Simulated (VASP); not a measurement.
# Al2O3 (P-6m2) in VASP: further runs

The runs below take Al2O3 through single point, with PBE.

Program: VASP 6.6.1. These are calculated values, not measurements. Logs are shortened: lines on timing, memory, paths and dates and some standing lists are left out, and cuts for length are marked.

## (1) Starting point

It takes space group P-6m2 (No. 187, hexagonal). Conventional cell: a = 2.884 Å, b = 2.884 Å, c = 9.337 Å, α = 90.00°, β = 90.00°, γ = 120.00°. Around Al (site symmetry 3m) lie 3 O at 1.80 Å. O (site symmetry 3m) is surrounded by 3 Al at 1.80 Å. O (site symmetry -6m2) has 6 Al at 2.18 Å as nearest neighbours.

Measurements of this composition are mostly on another form, of space group No. 167.

## (2) Single point, PBE

File INCAR:

```
  ADDGRID = False
  ALGO = Normal
  EDIFF = 1E-7
  ENCUT = 600
  GGA = PE
  ISIF = 2
  ISMEAR = 0
  LASPH = True
  LCHARG = False
  LREAL = False
  LWAVE = False
  NELM = 100
  PREC = Accurate
  SIGMA = 0.05
```

File KPOINTS:

```
k-points
0
Gamma
  8 8 2
```

File POSCAR:

```
Al2O3
1.0
    2.8843249483      0.0000000000      0.0000000000
   -1.4421624742      2.4978986780      0.0000000000
    0.0000000000      0.0000000000      9.3367544600
Al O
2 3
Direct
    0.0000000000      0.0000000000      0.8500076700
    0.0000000000      0.0000000000      0.1499923300
    0.3333333333      0.6666666667      0.7776830800
    0.6666666667      0.3333333333      0.0000000000
    0.3333333333      0.6666666667      0.2223169200
```

Potentials or basis: VASP PAW PBE potentials, release 64 (Al, O_s).

Launch:

```
cat potpaw_PBE.64/Al/POTCAR potpaw_PBE.64/O_s/POTCAR > POTCAR
mpirun -np 1 vasp_std > vasp.out
```

OUTCAR:

```text
EDIFF = 1E-7
   ENCUT = 600
   GGA = PE
   ISIF = 2
   ISMEAR = 0
   LASPH = True
   LREAL = False
   NELM = 100
   PREC = Accurate

 Found     20 irreducible k-points:

 Following reciprocal coordinates:
            Coordinates               Weight
  0.000000  0.000000  0.000000      1.000000
  0.125000 -0.000000  0.000000      6.000000
  0.250000 -0.000000  0.000000      6.000000
  0.375000  0.000000  0.000000      6.000000
  0.500000 -0.000000  0.000000      3.000000
  0.125000  0.125000  0.000000      6.000000
   k-points           NKPTS =     20   k-points in BZ     NKDIM =     20   number of bands    NBANDS=     16
   number of dos      NEDOS =    301   number of ions     NIONS =      5
   total plane-waves  NPLWV =  46080
   dimension x,y,z NGX =    24 NGY =   24 NGZ =   80
   dimension x,y,z NGXF=    48 NGYF=   48 NGZF=  160
   ions per type =               2   3
   NGX,Y,Z   is equivalent  to a cutoff of  13.83, 13.83, 14.24 a.u.
   NGXF,Y,Z  is equivalent  to a cutoff of  27.67, 27.67, 28.49 a.u.
 SYSTEM =  unknown system
   PREC   = accura    normal or accurate (medium, high low for compatibility)
   ISTART =      0    job   : 0-new  1-cont  2-samecut
   ICHARG =      2    charge: 1-file 2-atom 10-const
   ISPIN  =      1    spin polarized calculation?
   LNONCOLLINEAR =      F non collinear calculations
   LSORBIT =      F    spin-orbit coupling
   LASPH  =      T    aspherical Exc in radial PAW
   ENCUT  =  600.0 eV  44.10 Ry    6.64 a.u.   5.76  5.76 18.65*2*pi/ulx,y,z
   NELM   =    100;   NELMIN=  2; NELMDL= -5     # of ELM steps
   EDIFF  = 0.1E-06   stopping-criterion for ELM
   LREAL  =      F    real-space projection
   EDIFFG = 0.1E-05   stopping-criterion for IOM
   NSW    =      0    number of steps for IOM
   IBRION =     -1    ionic relax: 0-MD 1-quasi-New 2-CG
   NFREE  =      0    steps in history (QN), initial steepest desc. (CG)
   ISIF   =      2    stress and relaxation
   ISYM   =      2    0-nonsym 1-usesym 2-fastsym
   POTIM  = 0.5000    time-step for ionic-motion
   TEBEG  =    0.0;   TEEND  =   0.0 temperature during run
   PSTRESS=    0.0 pullay stress
   NELECT =      24.0000    total number of electrons
   NUPDOWN=      -1.0000    fix difference up-down
   EMIN   =  10.00;   EMAX   =-10.00  energy-range for DOS
   EFERMI =   0.00;   METHOD = LEGACY
   ISMEAR =     0;   SIGMA  =   0.05  broadening in eV -4-tet -1-fermi 0-gaus
   EFERMI_NEDOS =   21; number of points for ismear=-14 and -15
   IALGO  =     38    algorithm
   IMIX   =      4    mixing-type and parameters
     AMIX     =   0.40;   BMIX     =  1.00
     AMIX_MAG =   1.60;   BMIX_MAG =  1.00
  volume/ion in A,a.u.               =      13.45        90.79
  Fermi-wavevector in a.u.,A,eV,Ry     =   1.161111  2.194181 18.343074  1.348178
  Thomas-Fermi vector in A             =   2.297686
   LORBIT       =      0    0 simple, 1 ext, 2 COOP (PROOUT), +10 PAW based schemes
   GGA     = PE    functional components
   LHFCALC =     F    Hartree Fock is set to
   AEXX    =    0.0000 exact exchange contribution
   IVDW    =     0    specifies the selected vdW correction
   LEPSILON=     F    determine dielectric tensor
   LRPA    =     F    only Hartree local field effects (RPA)
 non-spin polarized calculation
 Gauss-broadening in eV      SIGMA  =   0.05
  energy-cutoff  :      600.00
  volume of cell :       67.27
 maximum number of plane-waves:      2260
 NGX is ok and might be reduce to    24
   NGX = 11   NGY = 11   NGZ = 37

 number of electron      23.9999994 magnetization

 Free energy of the ion-electron system (eV)
  ---------------------------------------------------
  ext. energy  EPLUGINS =         0.00000000
  ---------------------------------------------------
  free energy    TOTEN  =       -36.34092406 eV

  energy without entropy =      -36.34092406  energy(sigma->0) =      -36.34092406

 E-fermi :   1.3377     XC(G=0):  -8.5345

 val. band max:        1.1083849161   @ k =   0.1250   0.1250   0.0000
 cond. band min:       5.8665199272   @ k =   0.0000   0.0000   0.0000
 fundamental gap:      4.7581350111
 Fermi energy:         1.3376955507

 k-point     1 :       0.0000    0.0000    0.0000
  band No.  band energies     occupation
      1     -17.6022      2.00000
      2     -16.5750      2.00000
      3     -15.3944      2.00000
      4      -3.8488      2.00000
      5      -0.9783      2.00000
      6      -0.3723      2.00000
[... 8 lines left out ...]
     15       8.9338      0.00000
     16      10.2698      0.00000

 k-point     2 :       0.1250   -0.0000    0.0000
  band No.  band energies     occupation
      1     -17.4141      2.00000
      2     -16.4352      2.00000
      3     -15.3278      2.00000
      4      -3.7495      2.00000
      5      -1.4987      2.00000
      6      -0.8484      2.00000
[... 8 lines left out ...]
     15       9.4507      0.00000
     16      10.7760      0.00000

 k-point     3 :       0.2500   -0.0000    0.0000
  band No.  band energies     occupation
      1     -16.9002      2.00000
      2     -16.0750      2.00000
      3     -15.1881      2.00000
      4      -3.7542      2.00000
      5      -2.9451      2.00000
      6      -1.9151      2.00000
[... 8 lines left out ...]
     15      10.2884      0.00000
     16      11.5428      0.00000

 k-point     4 :       0.3750    0.0000    0.0000
  band No.  band energies     occupation
      1     -16.2324      2.00000
      2     -15.6753      2.00000
      3     -15.1378      2.00000
      4      -4.3318      2.00000
      5      -4.3011      2.00000
      6      -2.8895      2.00000
[... 8 lines left out ...]
     15      10.3437      0.00000
     16      11.8205      0.00000

 k-point     5 :       0.5000   -0.0000    0.0000
  band No.  band energies     occupation
      1     -15.8217      2.00000
      2     -15.4953      2.00000
      3     -15.2283      2.00000
      4      -4.8361      2.00000
      5      -4.6789      2.00000
      6      -3.2641      2.00000
[... 8 lines left out ...]
     15      10.1718      0.00000
     16      12.1364      0.00000

 k-point     6 :       0.1250    0.1250    0.0000
  band No.  band energies     occupation
      1     -17.0624      2.00000
      2     -16.1845      2.00000
      3     -15.2236      2.00000
      4      -3.6830      2.00000
      5      -2.3216      2.00000
      6      -1.8542      2.00000
[... 8 lines left out ...]
     15      10.2201      0.00000
     16      11.5574      0.00000

 [... further k-points ...]
[... 5 lines left out ...]
  --------------------------------------------------------------------------------------
  -------------------------------------------------------------------------------------
  Total        0.2906396      0.2906396     -0.0467613     -0.0000000     -0.0000000     -0.0000000
  in kB        6.9222992      6.9222992     -1.1137370     -0.0000000     -0.0000000     -0.0000000
  external PRESSURE =       4.2436205 kB  Pullay stress =       0.0000000 kB

 VOLUME and BASIS-vectors are now :
 -----------------------------------------------------------------------------
  energy-cutoff  :      600.00
  volume of cell :       67.27
      direct lattice vectors                 reciprocal lattice vectors
     2.884324948  0.000000000  0.000000000     0.346701574  0.200168247  0.000000000
    -1.442162474  2.497898678  0.000000000     0.000000000  0.400336494  0.000000000
     0.000000000  0.000000000  9.336754460     0.000000000  0.000000000  0.107103598

 POSITION                                       TOTAL-FORCE (eV/Angst)
 -----------------------------------------------------------------------------------
      0.00000      0.00000      7.93631         0.000000     -0.000000     -0.059658
      0.00000      0.00000      1.40044        -0.000000      0.000000      0.059658
     -0.00000      1.66527      7.26104         0.000000      0.000000      0.044714
      1.44216      0.83263      0.00000         0.000000     -0.000000      0.000000
     -0.00000      1.66527      2.07572         0.000000      0.000000     -0.044714
 -----------------------------------------------------------------------------------
    total drift:                                0.000000     -0.000000      0.000000

  FREE ENERGIE OF THE ION-ELECTRON SYSTEM (eV)
  ---------------------------------------------------
  free  energy   TOTEN  =       -36.3409240594 eV

  energy  without entropy=      -36.3409240594  energy(sigma->0) =      -36.34092406
```

Wall time 30 s (1 thread of AMD EPYC 9R45 (Zen 5), shared host); peak memory 0.17 GiB.

These settings aren't checked as converged: the numbers below hold their error.

What came out:

- Free energy: -36.3409 eV
- Pressure: 0.4 GPa
- Largest force: 0.060 eV/Å
- Band gap on the k mesh: 4.76 eV, indirect (least direct gap 4.99 eV)

## (3) Single point, PBE

INCAR: that of step 2 with these lines changed.

```diff
@@ -3,3 +3,3 @@
   EDIFF = 1E-7
-  ENCUT = 600
+  ENCUT = 400
   GGA = PE
```

File KPOINTS:

```
k-points
0
Gamma
  9 9 3
```

POSCAR is that of step 2.

Potentials or basis: VASP PAW PBE potentials, release 64 (Al, O_s).

Launch:

```
cat potpaw_PBE.64/Al/POTCAR potpaw_PBE.64/O_s/POTCAR > POTCAR
mpirun -np 1 vasp_std > vasp.out
```

Wall time 26 s (1 thread of AMD EPYC 9R45 (Zen 5), shared host); peak memory 0.13 GiB.

These settings aren't checked as converged: the numbers below hold their error.

Results:

| Item | Value |
| --- | --- |
| Free energy | -36.3178 eV |
| Pressure | 0.2 GPa |
| Largest force | 0.063 eV/Å |
| Band gap on the k mesh | 4.74 eV, indirect (least direct gap 4.99 eV) |

Caveat: an odd mesh through Γ misses points on the zone boundary, where band edges often lie.
